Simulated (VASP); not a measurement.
Wanted: the native input for a VASP 6.6.1 run.

| Item | Value |
| --- | --- |
| Task | band structure |
| Functional | PBE0 |
| Potentials or basis | VASP PAW PBE potentials, release 64 (Cd, Te) |
| Cutoff | 450 eV |
| k mesh | 6 × 6 × 6 |
| Occupations | gaussian, width 0.02 eV |
| Spin | no spin polarisation |
| Grid for exact exchange (PRECFOCK) | Fast |
| Exchange at q = 0 | truncated |
| Further INCAR settings | ALGO = Normal; EDIFF = 1e-06; NBANDS = 16 |

Crystal: CdTe.

```
Cd Te
1.0
     0.00000    3.28017    3.28017
     3.28017    0.00000    3.28017
     3.28017    3.28017    0.00000
Cd Te
1 1
Direct
  0.00000 0.00000 0.00000
  0.75000 0.75000 0.75000
```

The cell is a database's computed one.

The input as run:

POSCAR

```
CdTe                                    
1.0
    0.0000000000      3.2801677657      3.2801677657
    3.2801677657      0.0000000000      3.2801677657
    3.2801677657      3.2801677657      0.0000000000
  Cd              Te            
     1     1
Direct
     0.0000000000000000    0.0000000000000000    0.0000000000000000
     0.7500000000000000    0.7500000000000000    0.7500000000000000
```

INCAR.step1

```
SYSTEM = CdTe
ALGO = Normal ; EDIFF = 1E-5
ENCUT = 450 ; GGA = PE
ISIF = 2 ; ISMEAR = 0
KPAR = 2 ; LASPH = .True.
LCHARG = .False. ; LREAL = .False.
LWAVE = .True. ; NBANDS = 16
NELM = 120 ; PREC = Accurate
SIGMA = 0.02
```

INCAR.step2

```
SYSTEM = CdTe
AEXX = 0.25 ; ALGO = Normal
EDIFF = 1E-6 ; ENCUT = 450
GGA = PE ; HFRCUT = -1
ISIF = 2 ; ISMEAR = 0
ISTART = 1 ; KPAR = 2
LASPH = .True. ; LCHARG = .False.
LHFCALC = .True. ; LREAL = .False.
LWAVE = .False. ; NBANDS = 16
NELM = 120 ; PREC = Accurate
PRECFOCK = Fast ; SIGMA = 0.02
```

KPOINTS

```
k-points
0
Gamma
  6 6 6
  0 0 0
```

KPOINTS_OPT

```
path GXWKGLUWLK,UX
10
line-mode
reciprocal
 0.0000000000  0.0000000000  0.0000000000  G
 0.5000000000  0.0000000000  0.5000000000  X

 0.5000000000  0.0000000000  0.5000000000  X
 0.5000000000  0.2500000000  0.7500000000  W

 0.5000000000  0.2500000000  0.7500000000  W
 0.3750000000  0.3750000000  0.7500000000  K

 0.3750000000  0.3750000000  0.7500000000  K
 0.0000000000  0.0000000000  0.0000000000  G

 0.0000000000  0.0000000000  0.0000000000  G
 0.5000000000  0.5000000000  0.5000000000  L

 0.5000000000  0.5000000000  0.5000000000  L
 0.6250000000  0.2500000000  0.6250000000  U

 0.6250000000  0.2500000000  0.6250000000  U
 0.5000000000  0.2500000000  0.7500000000  W

 0.5000000000  0.2500000000  0.7500000000  W
 0.5000000000  0.5000000000  0.5000000000  L

 0.5000000000  0.5000000000  0.5000000000  L
 0.3750000000  0.3750000000  0.7500000000  K

 0.6250000000  0.2500000000  0.6250000000  U
 0.5000000000  0.0000000000  0.5000000000  X
```

Potentials or basis: VASP PAW PBE potentials, release 64 (Cd, Te).

Launch:

```sh
$ cat potpaw_PBE.64/Cd/POTCAR potpaw_PBE.64/Te/POTCAR > POTCAR
$ cp INCAR.step1 INCAR
$ mpirun -np 2 vasp_std > vasp.out
$ cp INCAR.step2 INCAR
$ mpirun -np 2 vasp_std > vasp.out
```

Results of the run:

```
Pressure                : -0.2 GPa
Band gap on the k mesh  : 2.02 eV, direct
Band gap along the path : 2.02 eV, direct
```

Caveat: the PAW data sets were made with another functional, which shifts forces and pressure a little; spin-orbit coupling is left out, which moves the levels of the heavy elements.

It took 50 min on 2 MPI ranks on Intel(R) Xeon(R) Platinum 8488C (Sapphire Rapids) (shared host), peak memory 0.29 GiB a rank.
